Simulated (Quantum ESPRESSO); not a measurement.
The system is CdTe.

```xyz
2
Lattice="0.0000 3.2050 3.2050 3.2050 0.0000 3.2050 3.2050 3.2050 0.0000" Properties=species:S:1:pos:R:3 pbc="T T T"
Te    4.8075    4.8075    4.8075
Cd    0.0000    0.0000    0.0000
```

- Program: Quantum ESPRESSO 7.5
- Task: phonons
- Functional: LDA
- Potentials or basis: GBRV 1.5 LDA
- Cutoff: 612 eV
- Density cutoff: 4898 eV
- k mesh: 6 × 6 × 6, shifted
- Occupations: fermi-dirac, width 0.05 eV
- Spin: no spin polarisation
- Target pressure: 40 GPa
- Form of the LDA correlation: PZ81
- Mixing beta: 0.5
- Most SCF iterations: 120
- SCF threshold: 4e-10 Ry

The cell and the atoms were relaxed first at 40 GPa, to 23.05 Å³/atom (a = 4.025 Å, b = 4.025 Å, c = 4.025 Å, α = 60.00°, β = 60.00°, γ = 60.00°), and the response was taken there.

The first run showed a gap, so the response started from a second, tighter run with fixed occupations.

**Question.** How polar is the lattice: what are the Born charges, the two dielectric constants and the LO-TO splitting?

**Answer.** Born charges ±1.44 e; dielectric constants 9.03 (electrons alone) and 9.53 (static); transverse and longitudinal modes at 270 and 278 cm⁻¹.

Caveat: the volume moved by over 15 % at a fixed basis, so the end points are rough; the cell is more than 3 GPa from zero pressure, which shifts response properties.
